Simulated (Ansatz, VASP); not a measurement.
# Bi in VASP and in Ansatz

```
Bi
1.0
     0.00000    2.62044    2.62044
     2.62044    0.00000    2.62044
     2.62044    2.62044    0.00000
Bi
1
Cartesian
  0.0000 0.0000 0.0000
```

Alike in both runs: task single point; functional BLYP; k mesh 12 × 12 × 12; occupations fermi-dirac, width 0.1 eV; no spin polarisation.

```csv
,VASP,Ansatz
version,VASP 6.6.1,Ansatz 0.2.0
potentials or method,"VASP PAW PBE potentials, release 64 (Bi_d)","plane waves (420 eV) with PAW, scalar-relativistic"
plane-wave cutoff (eV),520,420
valence electrons in the cell,15,15
```

```tsv
	VASP	Ansatz	Ansatz less VASP
pressure (GPa)	-1.5	-1.6	-0.06
```

Caveats: the PAW data sets were made with another functional, which shifts forces and pressure a little (VASP).
